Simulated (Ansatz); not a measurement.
# BeSe: pressure against volume, fitted

```xyz
2
Lattice="0.0000 2.5350 2.5350 2.5350 0.0000 2.5350 2.5350 2.5350 0.0000" Properties=species:S:1:pos:R:3 pbc="T T T"
Be    0.0000    0.0000    0.0000
Se    3.8025    3.8025    3.8025
```

Atom numbers follow the list: Be1, Se2.

The cell is COD entry 9008837, as deposited and not checked against the literature; nothing was relaxed. It differs from other determinations.

Theory: Ansatz 0.2.0, DFT, PBEsol, all-electron LAPW, scalar-relativistic.

Sampling and basis: a Γ-centred 10×10×10 k mesh, Fermi–Dirac smearing of 0.03 eV, basis error target 0.5 meV/atom, no spin polarisation.

The cell is scaled evenly. Fractional coordinates are held (clamped ions).

```tsv
V (Å³/atom)	P (GPa)
15.313	9.22
15.639	6.92
15.965	4.82
16.128	3.85
16.290	2.92
16.453	2.04
16.616	1.20
16.942	-0.38
17.268	-1.81
```

Q: Fit a third-order Birch–Murnaghan curve to the pressures.

A: P = (3B0/2)(y^(7/2) − y^(5/2))[1 + (3/4)(B0′ − 4)(y − 1)] with y = (V0/V)^(2/3) fits within 0.01 GPa for V0 = 16.861 Å³/atom, B0 = 79.4 GPa and B0′ = 3.88.

Q: Predict the pressure at the withheld volume, 15.321 Å³/atom.

A: There y = 1.0659, so the fit gives 9.16 GPa; the run gave 9.16 GPa.
